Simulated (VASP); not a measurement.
# TiC (Khamrabaevite) under strain, part 2 of 2

Aim: follow the pressure of TiC (Khamrabaevite) through compression, expansion and shear. All runs use PBE. Left out of this account: at least 1 further run (fields: a reference on another mesh). The start is a cell from a database of measured crystal structures.

VASP 6.6.1; PBE; plane waves and PAW (Ti_sv, C).

So far, pressure (GPa): step 2 (bands, cell as listed) 1.09; step 3 (cell volume +4.0 %) -8.10; step 4 (cell volume +8.0 %) -15.6; step 5 (bands, sheared, principal strains -4.1, +1.4, +2.9 %) 1.67.

## Step 6: Bands, volume times 0.96

The cell is compressed evenly, with fractional positions held.

INCAR reads:

```
SYSTEM = TiC
PREC = Accurate
ENCUT = 520
EDIFF = 1E-06
NELM = 100
ISMEAR = -1
SIGMA = 0.05
LREAL = .FALSE.
ALGO = Normal
GGA = PE
NBANDS = 20
LASPH = .TRUE.
LORBIT = 11
LWAVE = .FALSE.
LCHARG = .FALSE.
KPAR = 2
```

POSCAR reads:

```
TiC
1.0
    0.0000000000      2.1347531715      2.1347531715
    2.1347531715      0.0000000000      2.1347531715
    2.1347531715      2.1347531715      0.0000000000
Ti C
1 1
Direct
    0.0000000000      0.0000000000      0.0000000000
    0.5000000000      0.5000000000      0.5000000000
```

KPOINTS reads:

```
Automatic mesh
0
Gamma
15 15 15
0 0 0
```

KPOINTS_OPT reads:

```
Line mode
16
Line-mode
Reciprocal
  0.00000000   0.00000000   0.00000000 GAMMA
  0.50000000   0.00000000   0.50000000 X

  0.50000000   0.00000000   0.50000000 X
  0.50000000   0.25000000   0.75000000 W

  0.50000000   0.25000000   0.75000000 W
  0.37500000   0.37500000   0.75000000 K

  0.37500000   0.37500000   0.75000000 K
  0.00000000   0.00000000   0.00000000 GAMMA

  0.00000000   0.00000000   0.00000000 GAMMA
  0.50000000   0.50000000   0.50000000 L

  0.50000000   0.50000000   0.50000000 L
  0.62500000   0.25000000   0.62500000 U

  0.62500000   0.25000000   0.62500000 U
  0.50000000   0.25000000   0.75000000 W

  0.50000000   0.25000000   0.75000000 W
  0.50000000   0.50000000   0.50000000 L

  0.50000000   0.50000000   0.50000000 L
  0.37500000   0.37500000   0.75000000 K

  0.62500000   0.25000000   0.62500000 U
  0.50000000   0.00000000   0.50000000 X
```

Potentials, in the order of the species: Ti_sv and C (PBE family, release 64).

Command:

```
$ mpirun -np 2 vasp_std
```

Run time: 30 s. Hardware: 2 MPI ranks of Intel Xeon Platinum 8259CL at 2.50GHz (Skylake/Cascade Lake), shared host; peak memory 0.36 GiB.

Numbers from this step:

```yaml
scf_cycles: 15
irreducible_k_points: 120
symmetry_operations: 48
free_energy_toten: -18.68 eV
energy_at_zero_smearing: -18.68 eV
fermi_energy: 9.920 eV
pressure: 12.29 GPa
```

The electronic bands at the labelled points (eV, zero at the Fermi level; # counts the bands kept in this run):

| point | #1 | #2 | #3 | #4 | #5 | #6 | #7 | #8 |
| --- | --- | --- | --- | --- | --- | --- | --- | --- |
| Γ | -12.59 | 0.72 | 0.72 | 0.72 | 1.74 | 1.74 | 1.74 | 1.82 |
| 0.47 of the way | -11.19 | -3.34 | -0.53 | -0.39 | -0.39 | 2.27 | 3.89 | 3.89 |
| X | -10.28 | -3.45 | -1.74 | 0.01 | 0.01 | 2.88 | 3.74 | 3.74 |
| 0.47 of the way | -10.01 | -3.44 | -2.46 | -1.50 | 1.17 | 3.69 | 3.74 | 4.15 |
| W | -9.63 | -3.21 | -3.21 | -2.80 | 2.95 | 2.95 | 3.74 | 5.48 |
| 0.53 of the way | -9.67 | -3.45 | -3.36 | -2.18 | 2.04 | 3.30 | 3.93 | 5.52 |
| K | -9.71 | -3.58 | -3.40 | -1.77 | 1.54 | 3.33 | 4.06 | 5.73 |
| 0.53 of the way | -10.89 | -3.19 | -2.19 | -1.91 | 1.57 | 2.73 | 3.68 | 4.57 |
| Γ | -12.59 | 0.72 | 0.72 | 0.72 | 1.74 | 1.74 | 1.74 | 1.82 |
| 0.47 of the way | -11.38 | -2.52 | -1.60 | -1.60 | 1.75 | 1.75 | 2.90 | 5.86 |
| L | -8.90 | -6.03 | -3.03 | -3.03 | 3.10 | 3.10 | 4.36 | 8.47 |
| 0.47 of the way | -9.17 | -5.33 | -3.08 | -2.68 | 2.70 | 3.09 | 4.10 | 7.13 |
| U | -9.71 | -3.58 | -3.40 | -1.77 | 1.54 | 3.33 | 4.06 | 5.73 |
| 0.47 of the way | -9.67 | -3.45 | -3.36 | -2.18 | 2.04 | 3.30 | 3.93 | 5.52 |
| W | -9.63 | -3.21 | -3.21 | -2.80 | 2.95 | 2.95 | 3.74 | 5.48 |
| 0.47 of the way | -9.31 | -4.87 | -3.10 | -2.56 | 2.76 | 2.90 | 4.01 | 6.65 |
| L | -8.90 | -6.03 | -3.03 | -3.03 | 3.10 | 3.10 | 4.36 | 8.47 |
| 0.53 of the way | -9.24 | -5.13 | -3.10 | -2.59 | 2.60 | 3.10 | 4.07 | 6.88 |
| K | -9.71 | -3.58 | -3.40 | -1.77 | 1.54 | 3.33 | 4.06 | 5.73 |
| jump to U | -9.71 | -3.58 | -3.40 | -1.77 | 1.54 | 3.33 | 4.06 | 5.73 |
| 0.47 of the way | -10.09 | -3.45 | -2.43 | -0.80 | 0.54 | 3.62 | 3.85 | 4.01 |
| X | -10.28 | -3.45 | -1.74 | 0.01 | 0.01 | 2.88 | 3.74 | 3.74 |

Of the projections kept (Ti, C), the largest for each band there, as a share of the weight inside these atoms' spheres; weight between the spheres isn't counted:

| point | #1 | #2 | #3 | #4 | #5 | #6 | #7 | #8 |
| --- | --- | --- | --- | --- | --- | --- | --- | --- |
| Γ | C 0.68 | Ti 1.00 | Ti 1.00 | Ti 1.00 | C 0.93 | C 0.93 | C 0.93 | Ti 1.00 |
| X | C 0.67 | C 0.58 | Ti 1.00 | C 0.79 | C 0.79 | Ti 1.00 | Ti 1.00 | Ti 1.00 |
| W | C 0.70 | Ti 0.58 | Ti 0.58 | Ti 0.54 | Ti 0.81 | Ti 0.81 | Ti 1.00 | Ti 0.89 |
| K | C 0.70 | Ti 0.62 | Ti 0.50 | Ti 0.54 | Ti 0.78 | Ti 1.00 | Ti 0.91 | Ti 0.80 |
| Γ | C 0.68 | Ti 1.00 | Ti 1.00 | Ti 1.00 | C 0.93 | C 0.93 | C 0.93 | Ti 1.00 |
| L | C 0.79 | Ti 0.60 | Ti 0.63 | Ti 0.63 | Ti 0.99 | Ti 0.99 | Ti 0.86 | Ti 0.54 |

 The pressure is 12.29 GPa.

Of the bands kept, 4 cross the Fermi level on this path.

## Step 7: Bands, volume times 0.92

The cell is scaled evenly once more. A prediction first. A least-squares parabola for the 4 pressures of evenly scaled cells so far, P = 1.11 -254.2 t +477 t² GPa with t = ln(V/V₁) and V₁ the volume at scale 1, gives 25.63 GPa at t = -0.0834.

INCAR is that of step 6.

POSCAR reads:

```
TiC
1.0
    0.0000000000      2.1046822199      2.1046822199
    2.1046822199      0.0000000000      2.1046822199
    2.1046822199      2.1046822199      0.0000000000
Ti C
1 1
Direct
    0.0000000000      0.0000000000      0.0000000000
    0.5000000000      0.5000000000      0.5000000000
```

KPOINTS is that of step 6.

KPOINTS_OPT is that of step 6.

Command:

```
$ mpirun -np 2 vasp_std
```

Elapsed: 30 s, on 2 MPI ranks; peak memory 0.37 GiB.

Numbers from this step:

| Item | Value |
| --- | --- |
| SCF cycles | 14 |
| free energy (TOTEN) | -18.58 eV |
| energy at zero smearing | -18.58 eV |
| Fermi energy | 10.45 eV |
| pressure | 26.03 GPa |

The electronic bands at the labelled points (eV, zero at the Fermi level; # counts the bands kept in this run):

| point | #1 | #2 | #3 | #4 | #5 | #6 | #7 | #8 |
| --- | --- | --- | --- | --- | --- | --- | --- | --- |
| Γ | -12.79 | 0.73 | 0.73 | 0.73 | 1.79 | 1.79 | 1.79 | 1.91 |
| 0.53 of the way | -11.03 | -3.83 | -0.87 | -0.42 | -0.42 | 2.51 | 4.26 | 4.26 |
| X | -10.46 | -3.47 | -1.88 | 0.05 | 0.05 | 3.04 | 3.96 | 3.96 |
| 0.47 of the way | -10.17 | -3.47 | -2.57 | -1.53 | 1.22 | 3.90 | 3.96 | 4.39 |
| W | -9.75 | -3.29 | -3.29 | -2.91 | 3.10 | 3.10 | 3.96 | 5.83 |
| 0.47 of the way | -9.79 | -3.52 | -3.41 | -2.36 | 2.27 | 3.47 | 4.12 | 5.80 |
| K | -9.83 | -3.70 | -3.45 | -1.84 | 1.60 | 3.52 | 4.30 | 6.04 |
| 0.47 of the way | -10.57 | -3.87 | -2.56 | -2.34 | 1.87 | 3.21 | 4.08 | 5.10 |
| Γ | -12.79 | 0.73 | 0.73 | 0.73 | 1.79 | 1.79 | 1.79 | 1.91 |
| 0.47 of the way | -11.51 | -2.60 | -1.69 | -1.69 | 1.82 | 1.82 | 3.04 | 6.14 |
| L | -8.88 | -6.24 | -3.18 | -3.18 | 3.27 | 3.27 | 4.62 | 8.71 |
| 0.47 of the way | -9.20 | -5.50 | -3.19 | -2.81 | 2.84 | 3.26 | 4.34 | 7.53 |
| U | -9.83 | -3.70 | -3.45 | -1.84 | 1.60 | 3.52 | 4.30 | 6.04 |
| 0.47 of the way | -9.80 | -3.56 | -3.42 | -2.26 | 2.14 | 3.48 | 4.15 | 5.84 |
| W | -9.75 | -3.29 | -3.29 | -2.91 | 3.10 | 3.10 | 3.96 | 5.83 |
| 0.53 of the way | -9.29 | -5.28 | -3.18 | -2.75 | 2.92 | 3.12 | 4.28 | 7.32 |
| L | -8.88 | -6.24 | -3.18 | -3.18 | 3.27 | 3.27 | 4.62 | 8.71 |
| 0.53 of the way | -9.29 | -5.30 | -3.21 | -2.71 | 2.73 | 3.27 | 4.30 | 7.28 |
| K | -9.83 | -3.70 | -3.45 | -1.84 | 1.60 | 3.52 | 4.30 | 6.04 |
| jump to U | -9.83 | -3.70 | -3.45 | -1.84 | 1.60 | 3.52 | 4.30 | 6.04 |
| 0.53 of the way | -10.30 | -3.47 | -2.41 | -0.65 | 0.46 | 3.86 | 4.00 | 4.05 |
| X | -10.46 | -3.47 | -1.88 | 0.05 | 0.05 | 3.04 | 3.96 | 3.96 |

Of the projections kept (Ti, C), the largest for each band there, as a share of the weight inside these atoms' spheres; weight between the spheres isn't counted:

| point | #1 | #2 | #3 | #4 | #5 | #6 | #7 | #8 |
| --- | --- | --- | --- | --- | --- | --- | --- | --- |
| Γ | C 0.66 | Ti 1.00 | Ti 1.00 | Ti 1.00 | C 0.93 | C 0.93 | C 0.93 | Ti 1.00 |
| X | C 0.66 | C 0.57 | Ti 1.00 | C 0.79 | C 0.79 | Ti 1.00 | Ti 1.00 | Ti 1.00 |
| W | C 0.68 | Ti 0.59 | Ti 0.59 | Ti 0.54 | Ti 0.80 | Ti 0.80 | Ti 1.00 | Ti 0.90 |
| K | C 0.68 | Ti 0.63 | Ti 0.52 | Ti 0.54 | Ti 0.77 | Ti 1.00 | Ti 0.91 | Ti 0.80 |
| Γ | C 0.66 | Ti 1.00 | Ti 1.00 | Ti 1.00 | C 0.93 | C 0.93 | C 0.93 | Ti 1.00 |
| L | C 0.78 | Ti 0.61 | Ti 0.63 | Ti 0.63 | Ti 0.99 | Ti 0.99 | Ti 0.85 | Ti 0.55 |

 The pressure is 26.03 GPa. The parabola predicted 25.63 GPa, -0.40 GPa off.

## Step 8: Bands, atoms displaced by up to 0.07 Å

In the first cell the atoms are moved off their sites at random; since the same shifts repeat in every cell, this is a frozen displacement of whole sublattices.

INCAR is that of step 7.

POSCAR reads:

```
TiC
1.0
    0.0000000000      2.1640000000      2.1640000000
    2.1640000000      0.0000000000      2.1640000000
    2.1640000000      2.1640000000      0.0000000000
Ti C
1 1
Direct
    0.0021320000      0.0202170000     -0.0245290000
    0.5019780000      0.5090140000      0.4814570000
```

KPOINTS is that of step 7.

KPOINTS_OPT is that of step 7.

Command:

```
$ mpirun -np 2 vasp_std
```

Elapsed: 3.7 min, on 2 MPI ranks; peak memory 2 GiB; 7.4 min of CPU time.

Numbers from this step:

- irreducible k-points: 1688
- symmetry operations: 1
- free energy (TOTEN): -18.71 eV
- energy at zero smearing: -18.70 eV
- Fermi energy: 9.435 eV
- pressure: 0.8423 GPa

Electronic bands along the path, in eV, zero at the Fermi level; # counts the bands kept in this run:

| point | #1 | #2 | #3 | #4 | #5 | #6 | #7 | #8 |
| --- | --- | --- | --- | --- | --- | --- | --- | --- |
| Γ | -12.40 | 0.66 | 0.68 | 0.70 | 1.48 | 1.59 | 1.73 | 1.85 |
| 0.47 of the way | -11.06 | -3.22 | -0.57 | -0.39 | -0.29 | 2.15 | 3.70 | 3.71 |
| X | -10.12 | -3.43 | -1.64 | -0.03 | 0.00 | 2.73 | 3.53 | 3.53 |
| 0.53 of the way | -9.81 | -3.39 | -2.51 | -1.71 | 1.34 | 3.45 | 3.53 | 4.14 |
| W | -9.52 | -3.15 | -3.14 | -2.69 | 2.80 | 2.80 | 3.54 | 5.13 |
| 0.47 of the way | -9.56 | -3.32 | -3.28 | -2.20 | 2.06 | 3.11 | 3.68 | 5.17 |
| K | -9.59 | -3.47 | -3.34 | -1.72 | 1.47 | 3.15 | 3.84 | 5.44 |
| 0.47 of the way | -10.39 | -3.63 | -2.33 | -2.16 | 1.71 | 2.86 | 3.70 | 4.57 |
| Γ | -12.40 | 0.66 | 0.68 | 0.70 | 1.48 | 1.59 | 1.73 | 1.85 |
| 0.47 of the way | -11.25 | -2.45 | -1.53 | -1.52 | 1.67 | 1.67 | 2.75 | 5.60 |
| L | -8.91 | -5.84 | -2.89 | -2.89 | 2.93 | 2.93 | 4.12 | 7.99 |
| 0.53 of the way | -9.19 | -4.99 | -3.01 | -2.49 | 2.47 | 2.93 | 3.85 | 6.50 |
| U | -9.59 | -3.47 | -3.35 | -1.72 | 1.47 | 3.15 | 3.84 | 5.45 |
| 0.53 of the way | -9.56 | -3.32 | -3.29 | -2.20 | 2.06 | 3.11 | 3.68 | 5.17 |
| W | -9.52 | -3.15 | -3.14 | -2.69 | 2.80 | 2.80 | 3.54 | 5.13 |
| 0.47 of the way | -9.26 | -4.73 | -3.00 | -2.46 | 2.62 | 2.75 | 3.79 | 6.28 |
| L | -8.91 | -5.84 | -2.89 | -2.89 | 2.93 | 2.93 | 4.12 | 7.99 |
| 0.47 of the way | -9.14 | -5.17 | -2.98 | -2.57 | 2.56 | 2.92 | 3.88 | 6.75 |
| K | -9.59 | -3.47 | -3.34 | -1.72 | 1.47 | 3.15 | 3.84 | 5.44 |
| jump to U | -9.59 | -3.47 | -3.35 | -1.72 | 1.47 | 3.15 | 3.84 | 5.45 |
| 0.47 of the way | -9.94 | -3.41 | -2.34 | -0.80 | 0.52 | 3.42 | 3.63 | 3.80 |
| X | -10.12 | -3.43 | -1.64 | -0.03 | 0.00 | 2.73 | 3.53 | 3.53 |

Of the projections kept (Ti, C), the largest for each band there, as a share of the weight inside these atoms' spheres; weight between the spheres isn't counted:

| point | #1 | #2 | #3 | #4 | #5 | #6 | #7 | #8 |
| --- | --- | --- | --- | --- | --- | --- | --- | --- |
| Γ | C 0.69 | Ti 0.97 | Ti 0.98 | Ti 1.00 | Ti 0.59 | Ti 0.61 | C 0.89 | Ti 0.65 |
| X | C 0.69 | C 0.60 | Ti 0.99 | C 0.80 | C 0.79 | Ti 1.00 | Ti 1.00 | Ti 1.00 |
| W | C 0.72 | Ti 0.57 | Ti 0.57 | Ti 0.54 | Ti 0.81 | Ti 0.81 | Ti 1.00 | Ti 0.89 |
| K | C 0.71 | Ti 0.61 | Ti 0.50 | Ti 0.54 | Ti 0.79 | Ti 1.00 | Ti 0.91 | Ti 0.81 |
| Γ | C 0.69 | Ti 0.97 | Ti 0.98 | Ti 1.00 | Ti 0.59 | Ti 0.61 | C 0.89 | Ti 0.65 |
| L | C 0.80 | Ti 0.60 | Ti 0.63 | Ti 0.63 | Ti 0.99 | Ti 0.99 | Ti 0.87 | Ti 0.62 |

Force by atom:

| atom | x (eV/Å) | y (eV/Å) | z (eV/Å) | size |
| --- | --- | --- | --- | --- |
| Ti1 | -0.107 | 0.120 | -0.233 | 0.283 |
| C2 | 0.107 | -0.120 | 0.233 | 0.283 |

 The pressure is 0.84 GPa, and the symmetry operations fall from 48 to 1.

## Step 9: The runs together

| cell | mesh | pressure (GPa) | gap (eV) |
| --- | --- | --- | --- |
| cell as listed | 15×15×15 | 1.09 | none |
| volume times 1.04 | 15×15×15 | -8.10 | none |
| volume times 1.08 | 15×15×15 | -15.63 | none |
| sheared, principal strains -4.1, +1.4, +2.9 % | 15×15×15 | 1.67 | none |
| volume times 0.96 | 15×15×15 | 12.29 | none |
| volume times 0.92 | 15×15×15 | 26.03 | none |
| atoms displaced by up to 0.07 Å | 15×15×15 | 0.84 | none |

## Step 10: Summary of results

* pressure, cell as listed: 1.09 GPa
* pressure, volume times 1.04: -8.10 GPa
* pressure, volume times 1.08: -15.6 GPa
* pressure, sheared, principal strains -4.1, +1.4, +2.9 %: 1.67 GPa
* pressure, volume times 0.96: 12.3 GPa
* pressure, volume times 0.92: 26.0 GPa
* pressure, atoms displaced by up to 0.07 Å: 0.842 GPa
* bulk modulus at the listed volume, shape and positions held: 256 GPa

The slope of pressure against ln V at the listed volume gives a bulk modulus of 256 GPa at fixed shape and positions.

[Lines on the potential files, build, host, timing and source positions are cut from VASP's logs without a mark.]

[Logs are printed without paths, hosts, clocks, repeated set-up lines and the standing remarks that a program may print on its own settings, such as how far it seeks lower states.]

[Hosts, paths, dates, database ids (printed as entryN), source tags and the programs' standing remarks are cut or masked in the printed files.]

[A measured line is paired with the nearest computed mode of its activity, which favours agreement.]

[In band tables of VASP the shares of atoms and orbitals are scaled to a sum of 1 inside the atoms' spheres.]
